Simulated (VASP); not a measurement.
# Ag (Fm-3m) in VASP: further runs, part 2 of 2

VASP 6.6.1. Earlier steps stand in the parts before.

## (5) Relaxation of cell and atoms, r2SCAN

This run uses another cell than the first one, of 17.05 Å³/atom, 1.025 times its volume.

Contents of INCAR:

```
ALGO = Normal
EDIFF = 1E-6
EDIFFG = -0.01
ENCUT = 600
IBRION = 2
ISIF = 3
ISMEAR = 1
LASPH = True
LCHARG = False
LMIXTAU = True
LREAL = False
LWAVE = False
METAGGA = R2SCAN
NELM = 80
NSW = 90
PREC = Accurate
SIGMA = 0.1
```

Contents of KPOINTS:

```
k-points
0
Gamma
  16 16 16
```

Contents of POSCAR:

```
Ag
1.0
    0.0000000000      2.0427500000      2.0427500000
    2.0427500000      0.0000000000      2.0427500000
    2.0427500000      2.0427500000      0.0000000000
Ag
1
Direct
    0.0000000000      0.0000000000      0.0000000000
```

Potentials or basis: VASP PAW PBE potentials, release 64 (Ag).

The run is started by

```bash
cat potpaw_PBE.64/Ag/POTCAR > POTCAR
mpirun -np 1 vasp_std > vasp.out
```

OUTCAR:

```text
EDIFF = 1E-6
   EDIFFG = -0.01
   ENCUT = 600
   IBRION = 2
   ISIF = 3
   ISMEAR = 1
   LASPH = True
   LREAL = False
   METAGGA = R2SCAN
   NELM = 80
   NSW = 90
   PREC = Accurate

 ion  position               nearest neighbor table
   1  0.000  0.000  0.000-

  LATTYP: Found a face centered cubic cell.
 ALAT       =     4.0855000000

  Lattice vectors:

 A1 = (   0.0000000000,   2.0427500000,   2.0427500000)
 A2 = (   2.0427500000,   0.0000000000,   2.0427500000)
 A3 = (   2.0427500000,   2.0427500000,   0.0000000000)

Analysis of symmetry for initial positions (statically):
=====================================================================
 Subroutine PRICEL returns:
 Original cell was already a primitive cell.

 Routine SETGRP: Setting up the symmetry group for a
 face centered cubic supercell.

 Subroutine GETGRP returns: Found 48 space group operations
 (whereof 48 operations were pure point group operations)
 out of a pool of 48 trial point group operations.

The static configuration has the point symmetry O_h .

Analysis of symmetry for dynamics (positions and initial velocities):
=====================================================================
 Subroutine PRICEL returns:
 Original cell was already a primitive cell.

 Routine SETGRP: Setting up the symmetry group for a
 face centered cubic supercell.

 Subroutine GETGRP returns: Found 48 space group operations
 (whereof 48 operations were pure point group operations)
 out of a pool of 48 trial point group operations.

The dynamic configuration has the point symmetry O_h .

 Subroutine INISYM returns: Found 48 space group operations
 (whereof 48 operations are pure point group operations),
 and found     1 'primitive' translations

----------------------------------------------------------------------------------------

                                     Primitive cell
[... 127 lines left out ...]

--------------------------------------- Ionic step        1  -------------------------------------------

 number of electron      10.9999999 magnetization

 Free energy of the ion-electron system (eV)
  ---------------------------------------------------
  ext. energy  EPLUGINS =         0.00000000
  ---------------------------------------------------
  free energy    TOTEN  =       -21.35693287 eV

  energy without entropy =      -21.35644809  energy(sigma->0) =      -21.35677128

------------------------ aborting loop because EDIFF is reached ----------------------------------------

  FORCE on cell =-STRESS in cart. coord.  units (eV):
  Direction    XX          YY          ZZ          XY          YZ          ZX
  --------------------------------------------------------------------------------------
  -------------------------------------------------------------------------------------
  Total        0.1756977      0.1756977      0.1756977      0.0000000      0.0000000     -0.0000000
  in kB       16.5120537     16.5120537     16.5120537      0.0000000      0.0000000     -0.0000000
  external PRESSURE =      16.5120537 kB  Pullay stress =       0.0000000 kB
[... 57 lines left out ...]
--------------------------------------- Ionic step        3  -------------------------------------------

 number of electron      10.9999999 magnetization

 Free energy of the ion-electron system (eV)
  ---------------------------------------------------
  ext. energy  EPLUGINS =         0.00000000
  ---------------------------------------------------
  free energy    TOTEN  =       -21.35823624 eV

  energy without entropy =      -21.35773428  energy(sigma->0) =      -21.35806892

 E-fermi :   8.1741     XC(G=0): -12.8638

 val. band max:        8.1444267946   @ k =   0.5000   0.0625   0.0000
 cond. band min:       8.1807687569   @ k =   0.5000   0.1875   0.0625
 fundamental gap:      0.0363419624
 Fermi energy:         8.1740828951

 k-point     1 :       0.0000    0.0000    0.0000
  band No.  band energies     occupation
      1       0.3812      2.00000
      2       3.1425      2.00000
      3       3.1425      2.00000
      4       3.1425      2.00000
      5       4.1600      2.00000
      6       4.1600      2.00000
      7      24.8450      0.00000
      8      28.4783      0.00000
      9      28.4783      0.00000
[... 265 lines left out ...]
 k-point    24 :      -0.0625    0.0625    0.0000
  band No.  band energies     occupation
      1       0.7083      2.00000
      2       3.0577      2.00000
      3       3.2225      2.00000
      4       3.2522      2.00000
      5       4.0817      2.00000
      6       4.1810      2.00000
      7      24.7952      0.00000
      8      26.3995      0.00000
      9      27.8250      0.00000

 [... further k-points ...]

------------------------ aborting loop because EDIFF is reached ----------------------------------------

  FORCE on cell =-STRESS in cart. coord.  units (eV):
  Direction    XX          YY          ZZ          XY          YZ          ZX
  --------------------------------------------------------------------------------------
  -------------------------------------------------------------------------------------
  Total        0.0054410      0.0054410      0.0054410     -0.0000000      0.0000000      0.0000000
  in kB        0.5036752      0.5036752      0.5036752     -0.0000000      0.0000000      0.0000000
  external PRESSURE =       0.5036752 kB  Pullay stress =       0.0000000 kB
[... 16 lines left out ...]
  FREE ENERGIE OF THE ION-ELECTRON SYSTEM (eV)
  ---------------------------------------------------
  free  energy   TOTEN  =       -21.3582362384 eV

  energy  without entropy=      -21.3577342833  energy(sigma->0) =      -21.35806892

 reached required accuracy - stopping structural energy minimisation
```

OSZICAR:

```text
N       E                     dE             d eps       ncg     rms          rms(c)
DAV:   1     0.308577300436E+02    0.30858E+02   -0.63271E+03  2634   0.128E+03
DAV:   2    -0.243633919362E+02   -0.55221E+02   -0.53019E+02  2683   0.230E+02
[... 29 lines left out ...]
DAV:   3    -0.213581148430E+02   -0.75297E-03   -0.92929E-04  2610   0.306E-01    0.170E-01
DAV:   4    -0.213577101126E+02    0.40473E-03   -0.32254E-03  2669   0.489E-01    0.788E-02
DAV:   5    -0.213582141200E+02   -0.50401E-03   -0.12273E-03  2654   0.355E-01    0.112E-02
DAV:   6    -0.213582317695E+02   -0.17649E-04   -0.48463E-05  2676   0.770E-02    0.638E-03
DAV:   7    -0.213582362402E+02   -0.44707E-05   -0.43329E-06  2642   0.272E-02    0.202E-03
DAV:   8    -0.213582362384E+02    0.17926E-08   -0.37477E-07  1385   0.814E-03
   3 F= -.21358236E+02 E0= -.21358069E+02  d E =-.130337E-02
```

CONTCAR:

```text
Ag
   1.00000000000000
     0.0000000000000000    2.0530694937415728    2.0530694937415728
     2.0530694937415728   -0.0000000000000000    2.0530694937415728
     2.0530694937415728    2.0530694937415728   -0.0000000000000000
  Ag
     1
Direct
     0.0000000000000000    0.0000000000000000    0.0000000000000000

  0.00000000E+00  0.00000000E+00  0.00000000E+00
```

It took 1.7 min on 1 thread of Intel Xeon Platinum 8488C (Sapphire Rapids), shared host; peak memory 0.17 GiB.

What came out:

| Item | Value |
| --- | --- |
| Free energy | -21.3582 eV |
| Relaxed volume | 17.31 Å³/atom |
| Relaxed cell | a = 2.903 Å, b = 2.903 Å, c = 2.903 Å, α = 60.00°, β = 60.00°, γ = 60.00° |
| Space group after relaxing (to 0.05 Å) | Fm-3m (No. 225) |
| Energy gained by relaxing | 1.3 meV/atom |
| Ionic steps | 3 |
| Pressure after relaxing | 0.1 GPa |
| Band gap on the k mesh | none (metal or under the smearing width) |

The path:
```csv
step,energy change (eV),largest force (eV/Å),pressure (GPa),volume (Å³)
1,0.0000,0.0000,1.65,17.05
2,-0.0007,0.0000,-0.99,17.49
3,-0.0013,0.0000,0.05,17.31
```

Final structure:
```yaml
crystal:
  lattice:
    - [0.00000, 2.05307, 2.05307]
    - [2.05307, 0.00000, 2.05307]
    - [2.05307, 2.05307, 0.00000]
  atoms:
    - { symbol: Ag, position: [0.00000, 0.00000, 0.00000] }
```

Levels at points of the mesh, in eV from the Fermi level:
```
           k point  band 4  band 5  band 6  band 7  band 8  band 9
(0.00, 0.00, 0.00)   -5.03   -4.01   -4.01   16.67   20.30   20.30
(0.50, 0.00, 0.00)   -3.22   -3.22   -0.24    3.68   15.90   18.50
(0.50, 0.50, 0.00)   -3.01   -3.01    1.80    6.91   11.11   11.11
```

Caveat: the PAW data sets were made with another functional, which shifts forces and pressure a little.

## (6) Relaxation of cell and atoms, r2SCAN

This run uses another cell than the first one, of 17.31 Å³/atom, 1.041 times its volume.

Edit INCAR of step 5 so:

```diff
@@ -1,4 +1,4 @@
 ALGO = Normal
-EDIFF = 1E-6
-EDIFFG = -0.01
+EDIFF = 1E-7
+EDIFFG = -0.005
 ENCUT = 600
```

KPOINTS is that of step 5.

Contents of POSCAR:

```
Ag                                      
1.0
    0.0000000000      2.0530694937      2.0530694937
    2.0530694937     -0.0000000000      2.0530694937
    2.0530694937      2.0530694937     -0.0000000000
  Ag            
     1
Direct
     0.0000000000000000    0.0000000000000000    0.0000000000000000
```

Potentials or basis: VASP PAW PBE potentials, release 64 (Ag).

The run is started by

```bash
cat potpaw_PBE.64/Ag/POTCAR > POTCAR
mpirun -np 1 vasp_std > vasp.out
```

Wall time 52 s (1 thread of Intel Xeon Platinum 8488C (Sapphire Rapids), shared host); peak memory 0.16 GiB.

Results (log left out):

* Free energy: -21.3584 eV
* Pressure after relaxing: 0.0 GPa
* Band gap on the k mesh: none (metal or under the smearing width)

Final structure:
```yaml
crystal:
  lattice:
    - [0.00000, 2.05307, 2.05307]
    - [2.05307, 0.00000, 2.05307]
    - [2.05307, 2.05307, 0.00000]
  atoms:
    - { symbol: Ag, position: [0.00000, 0.00000, 0.00000] }
```

Levels at points of the mesh, in eV from the Fermi level:
```
           k point  band 2  band 3  band 4  band 5  band 6  band 7  band 8  band 9
(0.00, 0.00, 0.00)   -5.03   -5.03   -5.03   -4.01   -4.01   16.67   20.30   20.30
(0.50, 0.00, 0.00)   -5.06   -5.06   -3.22   -3.22   -0.24    3.68   15.90   18.50
(0.50, 0.50, 0.00)   -6.52   -3.26   -3.01   -3.01    1.80    6.91   11.11   11.11
```

Caveat: the relaxation stopped at its first step, so nothing moved; the PAW data sets were made with another functional, which shifts forces and pressure a little.

## (7) The runs side by side

| level | gap on the mesh (eV) | pressure (GPa) |
| --- | --- | --- |
| PBEsol | none | 0.0 |
| RPBE | none | 0.0 |
| r2SCAN | none | 0.0 |

Alike in all rows: task relaxation of cell and atoms; potentials or basis VASP PAW PBE potentials, release 64 (Ag); no spin polarisation; cell relaxed; k mesh 16 × 16 × 16; cutoff (eV) 600; smearing methfessel-paxton 0.1 eV.

Caveats: the PAW data sets were made with another functional, which shifts forces and pressure a little; the relaxation stopped at its first step, so nothing moved (some runs).

Total energies depend on the potentials used, so only differences within one code and one set of settings carry meaning.
